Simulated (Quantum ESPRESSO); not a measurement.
# Nb (Pm-3m) in Quantum ESPRESSO: a series of runs, part 4 of 4

Quantum ESPRESSO 7.5. Earlier steps stand in the parts before.

## Step 6: Phonons, PBEsol, target pressure 40 GPa, at which the enthalpy is minimised

pw.in

```
&CONTROL
  calculation = 'scf'
  prefix = 'pwscf'
  outdir = './tmp'
  pseudo_dir = './pseudo'
  tprnfor = .true.
  tstress = .true.
  disk_io = 'low'
/
&SYSTEM
  ibrav = 0
  nat = 1
  ntyp = 1
  ecutwfc = 82
  nbnd = 12
  occupations = 'smearing'
  smearing = 'mv'
  degauss = 0.01469973
/
&ELECTRONS
  conv_thr = 2d-10
  electron_maxstep = 120
  mixing_beta = 0.5
/
ATOMIC_SPECIES
Nb    92.9064 Nb.upf
CELL_PARAMETERS angstrom
   2.7196400000    0.0000000000    0.0000000000
   0.0000000000    2.7196400000    0.0000000000
   0.0000000000    0.0000000000    2.7196400000
ATOMIC_POSITIONS crystal
Nb     0.5000000000    0.5000000000    0.5000000000
K_POINTS automatic
8 8 8 0 0 0
```

relax.in

```
&CONTROL
  calculation = 'vc-relax'
  prefix = 'pwscf'
  outdir = './tmp'
  pseudo_dir = './pseudo'
  tprnfor = .true.
  tstress = .true.
  disk_io = 'low'
  nstep = 40
  forc_conv_thr = 0.0001
  etot_conv_thr = 1d-06
/
&SYSTEM
  ibrav = 0
  nat = 1
  ntyp = 1
  ecutwfc = 82
  nbnd = 12
  occupations = 'smearing'
  smearing = 'mv'
  degauss = 0.01469973
/
&ELECTRONS
  conv_thr = 2d-10
  electron_maxstep = 120
  mixing_beta = 0.5
/
&IONS
  ion_dynamics = 'bfgs'
/
&CELL
  cell_dynamics = 'bfgs'
  press = 400
  press_conv_thr = 0.2
/
ATOMIC_SPECIES
Nb    92.9064 Nb.upf
CELL_PARAMETERS angstrom
   2.7196400000    0.0000000000    0.0000000000
   0.0000000000    2.7196400000    0.0000000000
   0.0000000000    0.0000000000    2.7196400000
ATOMIC_POSITIONS crystal
Nb     0.5000000000    0.5000000000    0.5000000000
K_POINTS automatic
8 8 8 0 0 0
```

scf2.in

```
&CONTROL
  calculation = 'scf'
  prefix = 'pwscf'
  outdir = './tmp'
  pseudo_dir = './pseudo'
  tprnfor = .true.
  tstress = .true.
  disk_io = 'low'
/
&SYSTEM
  ibrav = 0
  nat = 1
  ntyp = 1
  ecutwfc = 82
  nbnd = 12
  occupations = 'smearing'
  smearing = 'mv'
  degauss = 0.01469973
/
&ELECTRONS
  conv_thr = 1d-13
  electron_maxstep = 120
  mixing_beta = 0.5
  startingpot = 'file'
  startingwfc = 'file'
/
ATOMIC_SPECIES
Nb    92.9064 Nb.upf
CELL_PARAMETERS angstrom
   2.5162532399    0.0000000000    0.0000000000
   0.0000000000    2.5162532399    0.0000000000
   0.0000000000    0.0000000000    2.5162532399
ATOMIC_POSITIONS crystal
Nb     0.5000000000    0.5000000000    0.5000000000
K_POINTS automatic
8 8 8 0 0 0
```

ph.in

```
phonons of Nb
&INPUTPH
  prefix = 'pwscf'
  outdir = './tmp'
  tr2_ph = 1d-18
  fildyn = 'dyn'
  niter_ph = 90
  alpha_mix(1) = 0.4
/
0.0000000000 0.5000000000 0.0000000000
```

Potentials or basis: PseudoDojo 0.4.1 SR PBEsol standard.

Run with:

```bash
> OMP_NUM_THREADS=1 pw.x -in pw.in > pw.out
> OMP_NUM_THREADS=1 pw.x -in relax.in > relax.out
> OMP_NUM_THREADS=1 pw.x -in scf2.in > scf2.out
> OMP_NUM_THREADS=1 ph.x -in ph.in > ph.out
```

pw.out:

```text
This program is part of the open-source Quantum ESPRESSO suite
     for quantum simulation of materials; please cite
[... 9 lines left out ...]
     --------------------
     sticks:   dense  smooth     PW     G-vecs:    dense   smooth      PW
     Sum         681     681    221                13613    13613    2373

     Using Slab Decomposition

     bravais-lattice index     =            0
     lattice parameter (alat)  =       5.1394  a.u.
     unit-cell volume          =     135.7472 (a.u.)^3
     number of atoms/cell      =            1
     number of atomic types    =            1
     number of electrons       =        13.00
     number of Kohn-Sham states=           12
     kinetic-energy cutoff     =      82.0000  Ry
     charge density cutoff     =     328.0000  Ry
     scf convergence threshold =      2.0E-10
     mixing beta               =       0.5000
     number of iterations used =            8  plain     mixing
     Exchange-correlation= PBESOL
                           (   1   4  10   8   0   0   0)

     celldm(1)=   5.139375  celldm(2)=   0.000000  celldm(3)=   0.000000
     celldm(4)=   0.000000  celldm(5)=   0.000000  celldm(6)=   0.000000

     crystal axes: (cart. coord. in units of alat)
               a(1) = (   1.000000   0.000000   0.000000 )
               a(2) = (   0.000000   1.000000   0.000000 )
               a(3) = (   0.000000   0.000000   1.000000 )

     reciprocal axes: (cart. coord. in units 2 pi/alat)
               b(1) = (  1.000000  0.000000  0.000000 )
               b(2) = (  0.000000  1.000000  0.000000 )
               b(3) = (  0.000000  0.000000  1.000000 )

     PseudoPot. # 1 for Nb read from file:
     Nb.upf
     Pseudo is Norm-conserving + core correction, Zval = 13.0
     Generated using ONCVPSP code by D. R. Hamann
     Using radial grid of 1660 points,  6 beta functions with:
                l(1) =   0
                l(2) =   0
                l(3) =   1
                l(4) =   1
                l(5) =   2
                l(6) =   2

     atomic species   valence    mass     pseudopotential
     Nb               13.00    92.90640     Nb( 1.00)

     48 Sym. Ops., with inversion, found

   Cartesian axes

     site n.     atom                  positions (alat units)
         1        Nb     tau(   1) = (   0.5000000   0.5000000   0.5000000  )

     number of k points=    35  Marzari-Vanderbilt smearing, width (Ry)=  0.0147
                       cart. coord. in units 2pi/alat
        k(    1) = (   0.0000000   0.0000000   0.0000000), wk =   0.0039062
        k(    2) = (   0.0000000   0.0000000   0.1250000), wk =   0.0234375
        k(    3) = (   0.0000000   0.0000000   0.2500000), wk =   0.0234375
        k(    4) = (   0.0000000   0.0000000   0.3750000), wk =   0.0234375
        k(    5) = (   0.0000000   0.0000000  -0.5000000), wk =   0.0117188
        k(    6) = (   0.0000000   0.1250000   0.1250000), wk =   0.0468750
[... 27 lines left out ...]
        k(   34) = (   0.3750000  -0.5000000  -0.5000000), wk =   0.0234375
        k(   35) = (  -0.5000000  -0.5000000  -0.5000000), wk =   0.0039062

     Dense  grid:    13613 G-vectors     FFT dimensions: (  30,  30,  30)

     Initial potential from superposition of free atoms

     starting charge      12.9979, renormalised to      13.0000
     Starting wfcs are   10 randomized atomic wfcs +    2 random wfcs

     Self-consistent Calculation

     iteration #  1     ecut=    82.00 Ry     beta= 0.50
     Davidson diagonalization with overlap
     ethr =  1.00E-02,  avg # of iterations =  4.9

     Threshold (ethr) on eigenvalues was too large:
     Diagonalizing with lowered threshold

     Davidson diagonalization with overlap
     ethr =  5.46E-04,  avg # of iterations =  1.4

     total energy              =    -124.41994328 Ry
     estimated scf accuracy    <       0.07310815 Ry
[... 43 lines left out ...]
     iteration #  8     ecut=    82.00 Ry     beta= 0.50
     Davidson diagonalization with overlap
     ethr =  1.82E-12,  avg # of iterations =  1.9

     End of self-consistent calculation

          k = 0.0000 0.0000 0.0000 (  1743 PWs)   bands (ev):

   -38.8235 -14.1445 -14.1445 -14.1445  10.1581  12.9793  12.9793  20.8431
    20.8431  20.8431  30.3493  30.3493
[... 63 lines left out ...]
   -38.4815 -15.4094 -15.1897 -13.9016  12.1087  14.5169  18.1717  18.6204
    19.4312  21.0629  24.1533  30.3549

          k = 0.0000-0.5000-0.5000 (  1692 PWs)   bands (ev):

   -38.4545 -15.3776 -15.3776 -13.8828  11.6953  14.7128  18.2792  18.2792
    21.4975  21.4975  23.0525  29.7648

          k = 0.1250 0.1250 0.1250 (  1704 PWs)   bands (ev):
[... 41 lines left out ...]
   -38.4562 -15.3813 -15.1632 -14.1062  12.2821  15.2972  16.7182  17.1981
    20.3209  22.6403  24.7757  29.2206

          k = 0.1250-0.5000-0.5000 (  1688 PWs)   bands (ev):

   -38.4293 -15.3499 -15.3499 -14.0858  11.8813  15.5489  16.8616  16.8616
    23.0850  23.0997  23.0997  28.4506

          k = 0.2500 0.2500 0.2500 (  1713 PWs)   bands (ev):
[... 21 lines left out ...]
   -38.3944 -15.3126 -15.0987 -14.5812  12.7359  14.8528  15.2800  17.7603
    20.9359  24.7244  25.9460  27.0062

          k = 0.2500-0.5000-0.5000 (  1692 PWs)   bands (ev):

   -38.3678 -15.2823 -15.2823 -14.5572  12.3806  14.9867  14.9867  17.8599
    23.1646  25.4404  25.4404  26.0002

          k = 0.3750 0.3750 0.3750 (  1694 PWs)   bands (ev):
[... 6 lines left out ...]
   -38.3316 -15.2429 -15.0408 -15.0250  13.1449  13.7269  14.1302  20.4876
    21.6331  24.6564  26.7276  26.8493

          k = 0.3750-0.5000-0.5000 (  1688 PWs)   bands (ev):

   -38.3054 -15.2137 -15.2137 -15.0054  12.9793  13.7144  13.7144  21.0574
    23.2456  23.9739  27.2504  27.2504

          k =-0.5000-0.5000-0.5000 (  1736 PWs)   bands (ev):

   -38.2793 -15.1850 -15.1850 -15.1850  13.2703  13.2703  13.2703  23.1796
    23.2796  23.2796  27.9625  27.9625

     the Fermi energy is    15.8656 ev

!    total energy              =    -124.43171052 Ry
     estimated scf accuracy    <          7.1E-11 Ry
     smearing contrib. (-TS)   =      -0.00053786 Ry
     internal energy E=F+TS    =    -124.43117267 Ry

     The total energy is F=E-TS. E is the sum of the following terms:
     one-electron contribution =     -23.03330907 Ry
     hartree contribution      =      17.84880926 Ry
     xc contribution           =     -25.94674891 Ry
     ewald contribution        =     -93.29992395 Ry

     convergence has been achieved in   8 iterations

     Forces acting on atoms (cartesian axes, Ry/au):

     atom    1 type  1   force =     0.00000000    0.00000000    0.00000000

     Total force =     0.000000     Total SCF correction =     0.000000

     Computing stress (Cartesian axis) and pressure

          total   stress  (Ry/bohr**3)                   (kbar)     P=      -64.50
  -0.00043848   0.00000000   0.00000000          -64.50        0.00        0.00
   0.00000000  -0.00043848   0.00000000            0.00      -64.50        0.00
   0.00000000   0.00000000  -0.00043848            0.00        0.00      -64.50

=------------------------------------------------------------------------------=
   JOB DONE.
=------------------------------------------------------------------------------=
```

relax.out:

```text
This program is part of the open-source Quantum ESPRESSO suite
     for quantum simulation of materials; please cite
[... 9 lines left out ...]
     --------------------
     sticks:   dense  smooth     PW     G-vecs:    dense   smooth      PW
     Sum         681     681    221                13613    13613    2373
[... 1860 lines left out ...]
   0.00271713   0.00000000   0.00000000          399.70        0.00        0.00
   0.00000000   0.00271713   0.00000000            0.00      399.70        0.00
   0.00000000   0.00000000   0.00271713            0.00        0.00      399.70

=------------------------------------------------------------------------------=
   JOB DONE.
=------------------------------------------------------------------------------=
```

scf2.out:

```text
This program is part of the open-source Quantum ESPRESSO suite
     for quantum simulation of materials; please cite
[... 9 lines left out ...]
     --------------------
     sticks:   dense  smooth     PW     G-vecs:    dense   smooth      PW
     Sum         593     593    185                10827    10827    1935
[... 310 lines left out ...]
   0.00271711   0.00000000   0.00000000          399.70        0.00        0.00
   0.00000000   0.00271711   0.00000000            0.00      399.70        0.00
   0.00000000   0.00000000   0.00271711            0.00        0.00      399.70

=------------------------------------------------------------------------------=
   JOB DONE.
=------------------------------------------------------------------------------=
```

It took 95 s on 1 thread of Intel Xeon Platinum 8559C (Emerald Rapids), shared host; peak memory 0.09 GiB.

What came out:

| Quantity | Value |
| --- | --- |
| Free energy | -1692.6528 eV |
| Relaxed volume | 15.93 Å³/atom |
| Relaxed cell | a = 2.516 Å, b = 2.516 Å, c = 2.516 Å, α = 90.00°, β = 90.00°, γ = 90.00° |
| Space group after relaxing (to 0.05 Å) | Pm-3m (No. 221) |
| Pressure after relaxing | 40.0 GPa |
| Band gap on the k mesh | none (metal or under the smearing width) |
| Highest phonon frequency at the q point run | 286 cm⁻¹ |
| Most unstable mode | 159i cm⁻¹ |

Step by step:
| step | energy change (eV) | largest force (eV/Å) | pressure (GPa) | volume (Å³) |
| --- | --- | --- | --- | --- |
| 1 | 0.0000 | 0.0000 | -6.45 | 20.12 |
| 2 | 0.3826 | 0.0000 | 44.13 | 15.72 |
| 3 | 0.3090 | 0.0000 | 38.69 | 16.00 |
| 4 | 0.3261 | 0.0000 | 39.98 | 15.93 |
| 5 | 0.3265 | 0.0000 | 40.01 | 15.93 |

Final structure:
```yaml
crystal:
  lattice:
    - [2.51625, 0.00000, 0.00000]
    - [0.00000, 2.51625, 0.00000]
    - [0.00000, 0.00000, 2.51625]
  atoms:
    - { symbol: Nb, position: [0.50000, 0.50000, 0.50000] }
```

Phonon frequencies in cm⁻¹ (negative: imaginary):
```
              q point    frequencies
(0.000, 0.500, 0.000)  -159 -159 286
```

Phonon modes at q = (0.000, 0.500, 0.000) in reciprocal lattice units:
```tsv
mode	symmetry	cm⁻¹
1	E_g	-159
2	E_g	-159
3	A_1g	286
```

Caveat: the mesh is thin for the phonons of a metal; some modes are imaginary; the volume moved by over 15 % at a fixed basis, so the end points are rough; the cell is more than 3 GPa from zero pressure, which shifts response properties.

## Step 7: Overview

```csv
cell,gap on the mesh (eV),pressure (GPa)
relaxed,none,0.0
relaxed to 5 GPa,none,5.0
relaxed to 10 GPa,none,9.9
relaxed to 20 GPa,none,20.0
relaxed to 40 GPa,none,40.0
```

Alike in all rows: task phonons; level PBEsol; potentials or basis PseudoDojo 0.4.1 SR PBEsol standard; no spin polarisation; k mesh 8 × 8 × 8; cutoff (eV) 1116; smearing cold 0.2 eV.

Caveats: the mesh is thin for the phonons of a metal; some modes are imaginary; the cell is more than 3 GPa from zero pressure, which shifts response properties (some runs); the volume moved by over 15 % at a fixed basis, so the end points are rough (some runs).

Absolute energies hang on the potentials; compare differences alone.
